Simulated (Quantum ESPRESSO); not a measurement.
# H on fcc sites of Rh(111): a series in the coverage, part 7 of 9

Wanted: a table for H on fcc sites of Rh(111) against the coverage, and what can be fitted to it.

Quantum ESPRESSO 7.5; plane-wave DFT, PBE, GBRV ultrasoft pseudopotentials.

So far. Step 7 (Relaxation with pw.x, 0.1111 ML): The relaxation lowers the energy by 9 meV an atom. On the free atoms the largest force ends at 0.016 eV/Å. Step 8 (SCF with pw.x, 0.1111 ML): Inside the slab this potential holds the local part of the pseudopotentials, which can be repulsive at the nuclei; only its value in the vacuum has a meaning of its own.

### 9. Relaxing the ions, 0.75 ML

System of this step: Rh(111), 3 layers, 4 sites a cell, 3 H on fcc sites. The cell holds 15 atoms: 12 Rh and 3 H. Cell: a = 5.419 Å, b = 5.419 Å, c = 19.324 Å, α = 90.0°, β = 90.0°, γ = 60.0°. It derives from Rh. Vacuum lies along c.

m7.relax.in

```
&control
  prefix = 'm7.relax'
  outdir = './out'
  pseudo_dir = './pseudo'
  nstep = 70
  forc_conv_thr = 0.0015
  calculation = 'relax'
/
&system
  ibrav = 0
  nat = 15
  ntyp = 2
  ecutwfc = 40
  ecutrho = 200
  occupations = 'smearing'
  smearing = 'mv'
  degauss = 0.02
/
&electrons
  conv_thr = 1e-07
  mixing_beta = 0.3
  electron_maxstep = 120
  mixing_mode = 'local-TF'
/
&ions
/
ATOMIC_SPECIES
  Rh  102.9055  rh_pbe_v1.4.uspp.F.UPF
  H   1.0080  h_pbe_v1.4.uspp.F.UPF
CELL_PARAMETERS angstrom
  5.41933042357437 0.00000000000000 0.00000000000000
  2.70966521178718 4.69327781831728 0.00000000000000
  0.00000000000000 0.00000000000000 19.32405518480968
ATOMIC_POSITIONS crystal
  Rh  0.000000000000 0.500000000000 0.365297590673 0 0 0
  Rh  0.500000000000 0.000000000000 0.365297590673 0 0 0
  Rh  0.500000000000 0.500000000000 0.365297590673 0 0 0
  Rh  0.000000000000 0.000000000000 0.365297590673 0 0 0
  Rh  0.166666666700 0.666666666700 0.479788693070 0 0 0
  Rh  0.666666666700 0.166666666700 0.479788693070 0 0 0
  Rh  0.666666666700 0.666666666700 0.479788693070 0 0 0
  Rh  0.166666666700 0.166666666700 0.479788693070 0 0 0
  Rh  0.833333333300 0.333333333300 0.594279795467
  Rh  0.333333333300 0.833333333300 0.594279795467
  Rh  0.333333333300 0.333333333300 0.594279795467
  Rh  0.833333333300 0.833333333300 0.594279795467
  H   0.000000000000 0.500000000000 0.634702409327
  H   0.500000000000 0.000000000000 0.634702409327
  H   0.500000000000 0.500000000000 0.634702409327
K_POINTS automatic
  5 5 1 0 0 0
```

Launch:

```
$ OMP_NUM_THREADS=1 mpirun -n 16 pw.x -nk 2 -in m7.relax.in > m7.relax.out
```

The log of the run:

```text
[banner, memory and clock lines left out]
Program PWSCF v.7.5 starts
[...]
Message from routine setup:
[...]
number of electrons       =       183.00
     number of Kohn-Sham states=          110
     kinetic-energy cutoff     =      40.0000  Ry
     charge density cutoff     =     200.0000  Ry
[...]
number of k points=     5  Marzari-Vanderbilt smearing, width (Ry)=  0.0200
[...]
Dense  grid:   158253 G-vectors     FFT dimensions: (  48,  48, 180)
[...]
negative rho (up, down):  7.142E-01 0.000E+00
     Starting wfcs are  147 randomized atomic wfcs
[...]
negative rho (up, down):  7.269E-01 0.000E+00
[...]
estimated scf accuracy    <      13.41300995 Ry
[...]
negative rho (up, down):  7.448E-01 0.000E+00
[...]
estimated scf accuracy    <       3.65229936 Ry
[...]
negative rho (up, down):  7.689E-01 0.000E+00
[...]
estimated scf accuracy    <       1.20144885 Ry
[...]
negative rho (up, down):  7.698E-01 0.000E+00
[...]
estimated scf accuracy    <       0.05869520 Ry
[...]
negative rho (up, down):  7.707E-01 0.000E+00
[...]
estimated scf accuracy    <       0.03136113 Ry
[...]
negative rho (up, down):  7.685E-01 0.000E+00
[...]
estimated scf accuracy    <       0.00532716 Ry
[...]
negative rho (up, down):  7.596E-01 0.000E+00
[...]
estimated scf accuracy    <       0.00124933 Ry
[...]
negative rho (up, down):  7.474E-01 0.000E+00
[...]
estimated scf accuracy    <       0.00091839 Ry
[...]
negative rho (up, down):  7.387E-01 0.000E+00
[...]
estimated scf accuracy    <       0.00078360 Ry
[...]
negative rho (up, down):  7.297E-01 0.000E+00
[...]
estimated scf accuracy    <       0.00108731 Ry
[...]
negative rho (up, down):  7.293E-01 0.000E+00
[...]
estimated scf accuracy    <       0.00011782 Ry
[...]
negative rho (up, down):  7.280E-01 0.000E+00
[...]
estimated scf accuracy    <       0.00007652 Ry
[...]
negative rho (up, down):  7.276E-01 0.000E+00
[...]
estimated scf accuracy    <       0.00001905 Ry
[...]
negative rho (up, down):  7.274E-01 0.000E+00
[...]
estimated scf accuracy    <       0.00000459 Ry
[...]
negative rho (up, down):  7.271E-01 0.000E+00
[...]
estimated scf accuracy    <       0.00000162 Ry
[...]
negative rho (up, down):  7.270E-01 0.000E+00
[...]
estimated scf accuracy    <       0.00000026 Ry
[...]
negative rho (up, down):  7.270E-01 0.000E+00
[...]
estimated scf accuracy    <       0.00000014 Ry
[...]
negative rho (up, down):  7.270E-01 0.000E+00
[...]
the Fermi energy is     3.9354 ev
!    total energy              =   -2057.51329476 Ry
     estimated scf accuracy    <       0.00000006 Ry
     smearing contrib. (-TS)   =      -0.00983471 Ry
     internal energy E=F+TS    =   -2057.50346005 Ry
[...]
one-electron contribution =  -12759.61334122 Ry
     hartree contribution      =    6430.64395455 Ry
     xc contribution           =    -361.07886781 Ry
     ewald contribution        =    4632.54479443 Ry
     convergence has been achieved in  18 iterations
     negative rho (up, down):  7.270E-01 0.000E+00
[...]
Total force =     0.103047     Total SCF correction =     0.000901
[...]
negative rho (up, down):  7.192E-01 0.000E+00
[...]
negative rho (up, down):  7.192E-01 0.000E+00
[...]
estimated scf accuracy    <       0.08677485 Ry
[...]
negative rho (up, down):  7.191E-01 0.000E+00
[...]
estimated scf accuracy    <       0.01144718 Ry
[...]
negative rho (up, down):  7.191E-01 0.000E+00
[...]
estimated scf accuracy    <       0.00321112 Ry
[...]
negative rho (up, down):  7.192E-01 0.000E+00
[...]
estimated scf accuracy    <       0.00109438 Ry
[...]
negative rho (up, down):  7.192E-01 0.000E+00
[...]
estimated scf accuracy    <       0.00002811 Ry
[...]
negative rho (up, down):  7.191E-01 0.000E+00
[...]
estimated scf accuracy    <       0.00001605 Ry
[...]
negative rho (up, down):  7.191E-01 0.000E+00
[...]
estimated scf accuracy    <       0.00000556 Ry
[...]
negative rho (up, down):  7.192E-01 0.000E+00
[...]
estimated scf accuracy    <       0.00000308 Ry
[...]
negative rho (up, down):  7.192E-01 0.000E+00
[...]
estimated scf accuracy    <       0.00000080 Ry
[...]
negative rho (up, down):  7.193E-01 0.000E+00
[...]
estimated scf accuracy    <       0.00000047 Ry
[...]
negative rho (up, down):  7.194E-01 0.000E+00
[...]
estimated scf accuracy    <       0.00000024 Ry
[...]
negative rho (up, down):  7.194E-01 0.000E+00
[...]
estimated scf accuracy    <       0.00000011 Ry
[...]
negative rho (up, down):  7.194E-01 0.000E+00
[...]
the Fermi energy is     3.9367 ev
!    total energy              =   -2057.52206410 Ry
     estimated scf accuracy    <       0.00000001 Ry
     smearing contrib. (-TS)   =      -0.00961779 Ry
     internal energy E=F+TS    =   -2057.51244632 Ry
[...]
one-electron contribution =  -12790.74172952 Ry
     hartree contribution      =    6446.17260460 Ry
     xc contribution           =    -361.06221782 Ry
     ewald contribution        =    4648.11889642 Ry
     convergence has been achieved in  13 iterations
     negative rho (up, down):  7.194E-01 0.000E+00
[...]
Total force =     0.068480     Total SCF correction =     0.000351
[...]
negative rho (up, down):  7.130E-01 0.000E+00
[...]
negative rho (up, down):  7.130E-01 0.000E+00
[...]
estimated scf accuracy    <       0.11217031 Ry
[...]
negative rho (up, down):  7.130E-01 0.000E+00
[...]
estimated scf accuracy    <       0.01507310 Ry
[...]
negative rho (up, down):  7.130E-01 0.000E+00
[...]
estimated scf accuracy    <       0.00407577 Ry
[...]
negative rho (up, down):  7.130E-01 0.000E+00
[...]
estimated scf accuracy    <       0.00143565 Ry
[...]
negative rho (up, down):  7.130E-01 0.000E+00
[...]
estimated scf accuracy    <       0.00003368 Ry
[...]
negative rho (up, down):  7.130E-01 0.000E+00
[...]
estimated scf accuracy    <       0.00001884 Ry
[...]
negative rho (up, down):  7.130E-01 0.000E+00
[...]
estimated scf accuracy    <       0.00000682 Ry
[...]
negative rho (up, down):  7.130E-01 0.000E+00
[...]
estimated scf accuracy    <       0.00000356 Ry
[...]
negative rho (up, down):  7.130E-01 0.000E+00
[...]
estimated scf accuracy    <       0.00000098 Ry
[...]
negative rho (up, down):  7.131E-01 0.000E+00
[...]
negative rho (up, down):  7.090E-01 0.000E+00
[...]
estimated scf accuracy    <       0.00012030 Ry
[...]
negative rho (up, down):  7.090E-01 0.000E+00
[...]
estimated scf accuracy    <       0.00004240 Ry
[...]
negative rho (up, down):  7.090E-01 0.000E+00
[...]
estimated scf accuracy    <       0.00000086 Ry
[...]
negative rho (up, down):  7.090E-01 0.000E+00
[...]
estimated scf accuracy    <       0.00000045 Ry
[...]
negative rho (up, down):  7.090E-01 0.000E+00
[...]
estimated scf accuracy    <       0.00000020 Ry
[...]
negative rho (up, down):  7.090E-01 0.000E+00
[...]
estimated scf accuracy    <       0.00000012 Ry
[...]
negative rho (up, down):  7.090E-01 0.000E+00
[...]
estimated scf accuracy    <       0.00000005 Ry
[...]
negative rho (up, down):  7.090E-01 0.000E+00
[...]
estimated scf accuracy    <       0.00000001 Ry
[...]
negative rho (up, down):  7.090E-01 0.000E+00
[...]
the Fermi energy is     3.9368 ev
!    total energy              =   -2057.53182828 Ry
     estimated scf accuracy    <          7.6E-09 Ry
     smearing contrib. (-TS)   =      -0.00850538 Ry
     internal energy E=F+TS    =   -2057.52332290 Ry
[...]
one-electron contribution =  -12864.21439698 Ry
     hartree contribution      =    6482.81566417 Ry
     xc contribution           =    -361.01391642 Ry
     ewald contribution        =    4684.88932632 Ry
     convergence has been achieved in  11 iterations
     negative rho (up, down):  7.090E-01 0.000E+00
[...]
Total force =     0.026908     Total SCF correction =     0.000077
[...]
negative rho (up, down):  7.118E-01 0.000E+00
[...]
negative rho (up, down):  7.118E-01 0.000E+00
[...]
estimated scf accuracy    <       0.00052005 Ry
[...]
negative rho (up, down):  7.118E-01 0.000E+00
[...]
estimated scf accuracy    <       0.00019437 Ry
[...]
negative rho (up, down):  7.118E-01 0.000E+00
[...]
estimated scf accuracy    <       0.00004112 Ry
[...]
negative rho (up, down):  7.118E-01 0.000E+00
[...]
estimated scf accuracy    <       0.00000426 Ry
[...]
negative rho (up, down):  7.118E-01 0.000E+00
[...]
estimated scf accuracy    <       0.00000070 Ry
[...]
negative rho (up, down):  7.118E-01 0.000E+00
[...]
estimated scf accuracy    <       0.00000031 Ry
[...]
negative rho (up, down):  7.118E-01 0.000E+00
[...]
estimated scf accuracy    <       0.00000009 Ry
[...]
negative rho (up, down):  7.118E-01 0.000E+00
[...]
estimated scf accuracy    <       0.00000006 Ry
[...]
negative rho (up, down):  7.118E-01 0.000E+00
[...]
estimated scf accuracy    <          7.7E-09 Ry
[...]
negative rho (up, down):  7.118E-01 0.000E+00
[...]
the Fermi energy is     3.9357 ev
!    total energy              =   -2057.53286535 Ry
     estimated scf accuracy    <          4.2E-09 Ry
     smearing contrib. (-TS)   =      -0.00834575 Ry
     internal energy E=F+TS    =   -2057.52451959 Ry
[...]
one-electron contribution =  -12860.75453279 Ry
     hartree contribution      =    6481.08315483 Ry
     xc contribution           =    -360.99795367 Ry
     ewald contribution        =    4683.14481203 Ry
     convergence has been achieved in  10 iterations
     negative rho (up, down):  7.118E-01 0.000E+00
[...]
Total force =     0.022191     Total SCF correction =     0.000072
[...]
negative rho (up, down):  7.167E-01 0.000E+00
[...]
negative rho (up, down):  7.168E-01 0.000E+00
[...]
estimated scf accuracy    <       0.00431918 Ry
[...]
negative rho (up, down):  7.168E-01 0.000E+00
[...]
estimated scf accuracy    <       0.00051007 Ry
[...]
negative rho (up, down):  7.168E-01 0.000E+00
[...]
estimated scf accuracy    <       0.00050361 Ry
[...]
negative rho (up, down):  7.170E-01 0.000E+00
[...]
estimated scf accuracy    <       0.00013583 Ry
[...]
negative rho (up, down):  7.170E-01 0.000E+00
[...]
estimated scf accuracy    <       0.00000786 Ry
[...]
negative rho (up, down):  7.170E-01 0.000E+00
[...]
estimated scf accuracy    <       0.00000434 Ry
[...]
negative rho (up, down):  7.170E-01 0.000E+00
[...]
estimated scf accuracy    <       0.00000135 Ry
[...]
negative rho (up, down):  7.169E-01 0.000E+00
[...]
estimated scf accuracy    <       0.00000084 Ry
[...]
negative rho (up, down):  7.169E-01 0.000E+00
[...]
estimated scf accuracy    <       0.00000016 Ry
[...]
negative rho (up, down):  7.168E-01 0.000E+00
[...]
estimated scf accuracy    <       0.00000010 Ry
[...]
negative rho (up, down):  7.168E-01 0.000E+00
[...]
estimated scf accuracy    <       0.00000004 Ry
[...]
negative rho (up, down):  7.168E-01 0.000E+00
[...]
estimated scf accuracy    <       0.00000003 Ry
[...]
negative rho (up, down):  7.167E-01 0.000E+00
[...]
the Fermi energy is     3.9323 ev
!    total energy              =   -2057.53399662 Ry
     estimated scf accuracy    <          5.9E-09 Ry
     smearing contrib. (-TS)   =      -0.00815071 Ry
     internal energy E=F+TS    =   -2057.52584591 Ry
[...]
one-electron contribution =  -12844.79839697 Ry
     hartree contribution      =    6473.11558540 Ry
     xc contribution           =    -360.97094348 Ry
     ewald contribution        =    4675.12790914 Ry
     convergence has been achieved in  13 iterations
     negative rho (up, down):  7.167E-01 0.000E+00
[...]
Total force =     0.015347     Total SCF correction =     0.000091
[...]
negative rho (up, down):  7.186E-01 0.000E+00
[...]
negative rho (up, down):  7.186E-01 0.000E+00
[...]
estimated scf accuracy    <       0.01645830 Ry
[...]
negative rho (up, down):  7.186E-01 0.000E+00
[...]
estimated scf accuracy    <       0.00181314 Ry
[...]
negative rho (up, down):  7.187E-01 0.000E+00
[...]
estimated scf accuracy    <       0.00103402 Ry
[...]
negative rho (up, down):  7.189E-01 0.000E+00
[...]
estimated scf accuracy    <       0.00031780 Ry
[...]
negative rho (up, down):  7.189E-01 0.000E+00
[...]
estimated scf accuracy    <       0.00001099 Ry
[...]
negative rho (up, down):  7.189E-01 0.000E+00
[...]
estimated scf accuracy    <       0.00000549 Ry
[...]
negative rho (up, down):  7.189E-01 0.000E+00
[...]
estimated scf accuracy    <       0.00000201 Ry
[...]
negative rho (up, down):  7.188E-01 0.000E+00
[...]
estimated scf accuracy    <       0.00000116 Ry
[...]
negative rho (up, down):  7.187E-01 0.000E+00
[...]
estimated scf accuracy    <       0.00000026 Ry
[...]
negative rho (up, down):  7.186E-01 0.000E+00
[...]
estimated scf accuracy    <       0.00000018 Ry
[...]
negative rho (up, down):  7.186E-01 0.000E+00
[...]
estimated scf accuracy    <       0.00000009 Ry
[...]
negative rho (up, down):  7.185E-01 0.000E+00
[...]
estimated scf accuracy    <       0.00000005 Ry
[...]
negative rho (up, down):  7.185E-01 0.000E+00
[...]
estimated scf accuracy    <          9.3E-09 Ry
[...]
negative rho (up, down):  7.185E-01 0.000E+00
[...]
the Fermi energy is     3.9292 ev
!    total energy              =   -2057.53445311 Ry
     estimated scf accuracy    <          2.1E-09 Ry
     smearing contrib. (-TS)   =      -0.00806113 Ry
     internal energy E=F+TS    =   -2057.52639199 Ry
[...]
one-electron contribution =  -12823.04128919 Ry
     hartree contribution      =    6462.25470525 Ry
     xc contribution           =    -360.94925490 Ry
     ewald contribution        =    4664.20944686 Ry
     convergence has been achieved in  14 iterations
     negative rho (up, down):  7.185E-01 0.000E+00
[...]
Total force =     0.013398     Total SCF correction =     0.000135
[...]
negative rho (up, down):  7.194E-01 0.000E+00
[...]
negative rho (up, down):  7.195E-01 0.000E+00
[...]
estimated scf accuracy    <       0.014
```

Elapsed: 5.4 min, on 16 MPI ranks of Arm Neoverse V2, shared host; peak memory 2 GiB.

Relaxation path:

```csv
step,energy less that of the first step (eV),largest force (eV/Å)
1,0.0000,1.1281
2,-0.1193,0.7414
3,-0.1999,0.5177
4,-0.2395,0.3149
5,-0.2522,0.3227
6,-0.2663,0.2764
7,-0.2817,0.2589
8,-0.2879,0.1862
9,-0.2911,0.1582
10,-0.2942,0.1130
11,-0.2956,0.0393
12,-0.2958,0.0330
```

The atoms that moved most (Å):

```csv
atom,dx,dy,dz,length
H15,-0.008,-0.004,0.176,0.176
H13,0.008,-0.004,0.176,0.176
H14,0.000,0.009,0.176,0.176
Rh10,-0.017,0.010,-0.024,0.030
Rh9,0.000,-0.019,-0.024,0.030
Rh12,0.017,0.010,-0.024,0.030
Rh11,0.000,0.000,0.008,0.008
```

The relaxation lowers the energy by 20 meV an atom. On the free atoms the largest force ends at 0.033 eV/Å.

Read from the output:

```
free energy  : -27994.1902 eV
Fermi energy : 3.923 eV
```

[end of part 7 of 9]

[Logs are printed without paths, hosts, clocks, repeated set-up lines and the standing remarks that a program may print on its own settings, such as how far it seeks lower states.]

[Hosts, paths, dates, database ids (printed as entryN), source tags and the programs' standing remarks are cut or masked in the printed files.]

[Maps of the electrostatic potential energy from Ansatz leave out the sawtooth potential of an applied field or a dipole correction, so their vacuum need not be flat; planar profiles and work functions include it.]
